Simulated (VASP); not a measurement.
A run of VASP 6.6.1:

File INCAR:

```
  ALGO = Normal
  DIPOL = 0.5 0.5 0.500
  EDIFF = 1E-6
  ENCUT = 900
  GGA = PE
  IDIPOL = 3
  ISIF = 2
  ISMEAR = -1
  LASPH = T
  LCHARG = F
  LDIPOL = T
  LREAL = F
  LWAVE = F
  NELM = 100
  PREC = Accurate
  SIGMA = 0.05
```

KPOINTS

```
k-points
0
Gamma
  9 9 1
```

Contents of POSCAR:

```
C
1.0
    2.4560959400      0.0000000000      0.0000000000
   -1.2280479700      2.1270618200      0.0000000000
    0.0000000000      0.0000000000     25.8049153298
C
8
Direct
    0.5833794600      0.1667589200      0.2906423022
    0.9166205400      0.8332410800      0.2906423022
    0.0833794600      0.1667589200      0.4313770236
    0.4166205400      0.8332410800      0.4313770236
    0.5833794600      0.1667589200      0.5686229764
    0.9166205400      0.8332410800      0.5686229764
    0.0833794600      0.1667589200      0.7093576978
    0.4166205400      0.8332410800      0.7093576978
```

Potentials or basis: VASP PAW PBE potentials, release 64 (C_GW).

The run is started by

```console
$ cat potpaw_PBE.64/C_GW/POTCAR > POTCAR
$ mpirun -np 1 vasp_std > vasp.out
```

Hardware: 1 thread of Intel(R) Xeon(R) 6975P-C (Granite Rapids) (shared host).

Question: How long does it take, and how much memory?

Answer: Run time: 91 s on 1 thread of Intel(R) Xeon(R) 6975P-C (Granite Rapids) (shared host), peak memory 0.41 GiB. Counts: scf iterations 20, k points 25.
